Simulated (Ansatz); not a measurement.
The elements of this relaxed trial crystal are hidden behind letters.

```
lattice vectors (Å)
   0.0000    4.1873    4.1873
   4.1873    0.0000    4.1873
   4.1873    4.1873    0.0000
fractional positions
X 0.0000 0.0000 0.0000
X 0.2500 0.2500 0.2500
Z 0.5000 0.5000 0.5000
Z 0.7500 0.7500 0.7500
```

Level of theory: DFT PBE, scalar-relativistic, plane waves, PAW (Ansatz 0.2.0). Cutoff 420 eV, Γ-centred 8×8×8 mesh (4-atom cell), Gaussian smearing of 0.01 eV, no spin polarisation.

* Space group: Fd-3m (No. 227)
* Conventional cell: a = 8.375 Å
* Volume per atom: 36.71 Å³
* Density: 5.99 g/cm³
* Formation energy: −0.967 eV/atom
* Gap on the 8×8×8 mesh of the 4-atom cell: 0.14 eV

Energies are uncorrected and count from the elements' standard states at the same level.

Problem. X is an s-block element of period 6 and Z is a p-block element of period 5. Which elements are they?

Solution. X = Ba, Z = Te, so the formula is BaTe, here in the NaTl (B32) type. Density times volume gives a mean mass of 5.99 × 36.71/1.6605 = 132.4 u per atom, and this set has 132.5 u. Around Ba lie 4 Te at 3.63 Å, 4 Ba at 3.63 Å and 6 Te at 4.19 Å; around Te lie 4 Ba at 3.63 Å, 4 Te at 3.63 Å and 6 Ba at 4.19 Å. Other sets within the hints have nearly the same mass, so mass alone doesn't settle it; this one was computed.

Spin–orbit coupling, which can matter for Te, is left out. Kohn–Sham gaps at this level usually fall short of measured ones. The missing spin–orbit coupling can work the other way here. Symmetry constrained the relaxation, so the result can be a saddle point. Another cell of BaTe relaxed alike, in P-6m2, lies 0.74 eV/atom lower, so this cell isn't the stable form at this level.
